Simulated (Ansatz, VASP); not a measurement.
# HgTe: VASP beside Ansatz

```
CELL_PARAMETERS angstrom
0.00000 3.28694 3.28694
3.28694 0.00000 3.28694
3.28694 3.28694 0.00000
ATOMIC_POSITIONS crystal
Hg 0.00000 0.00000 0.00000
Te 0.25000 0.25000 0.25000
```

Alike in both runs: task single point; functional PBEsol; k mesh 12 × 12 × 12; occupations gaussian, width 0.1 eV; no spin polarisation.

|  | VASP | Ansatz |
| --- | --- | --- |
| version | VASP 6.6.1 | Ansatz 0.2.0 |
| potentials or method | VASP PAW PBE potentials, release 64 (Hg, Te) | scalar-relativistic, plane waves, PAW |
| plane-wave cutoff (eV) | 520 | 420 |
| valence electrons in the cell | 18 | 36 |

|  | VASP | Ansatz | Ansatz less VASP |
| --- | --- | --- | --- |
| gap on the k mesh at the Fermi level (eV) | none | none | - |
| pressure (GPa) | -1.1 | -1.2 | -0.09 |

A gap of «none» marks a metal or a gap that the smearing closes. The functional is the same, so the differences come from potentials, cutoffs and numerics. The two sets of potentials don't hold the same shells in valence.

Caveats: the PAW data sets were made with another functional, which shifts forces and pressure a little (VASP). The runs have no spin-orbit coupling, so splittings on Hg, Te are missing.
